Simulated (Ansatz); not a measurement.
Pb:

```
CELL_PARAMETERS angstrom
0.00000 2.47502 2.47502
2.47502 0.00000 2.47502
2.47502 2.47502 0.00000
ATOMIC_POSITIONS crystal
Pb 0.00000 0.00000 0.00000
```

| Property | Result |
| --- | --- |
| Program | Ansatz 0.2.0 |
| Task | relaxation of cell and atoms |
| Functional | PBE |
| Potentials or basis | Ansatz PAW |
| Cutoff | 420 eV (not typed: the program's choice for these potentials) |
| k mesh | 9 × 9 × 9 |
| Occupations | fermi-dirac, width 0.05 eV |
| Spin | no spin polarisation |

At the start: volume 30.32 Å³/atom.

Where does the relaxation end?

It ends after 4 steps and the volume is 31.88 Å³/atom (+5.1 %); space group Fm-3m (No. 225, to 0.05 Å).

Step by step:
```tsv
step	energy change (eV)	largest force (eV/Å)	volume (Å³)
1	0.0000	0.0000	30.32
2	-0.0102	0.0000	31.91
3	-0.0102	0.0000	31.88
4	-0.0104	0.0000	31.88
```

Final structure:
```
Pb
1.0
     0.00000    2.51663    2.51663
     2.51663    0.00000    2.51663
     2.51663    2.51663    0.00000
Pb
1
Direct
  0.00000 0.00000 0.00000
```

The cell as given is a measured one (30.32 Å³/atom); PBE puts the equilibrium volume +5.1 % from it, thermal expansion not counted.

Caveat: the plane-wave basis is chosen anew once the cell has moved, so the energies of steps on either side of that aren't comparable.
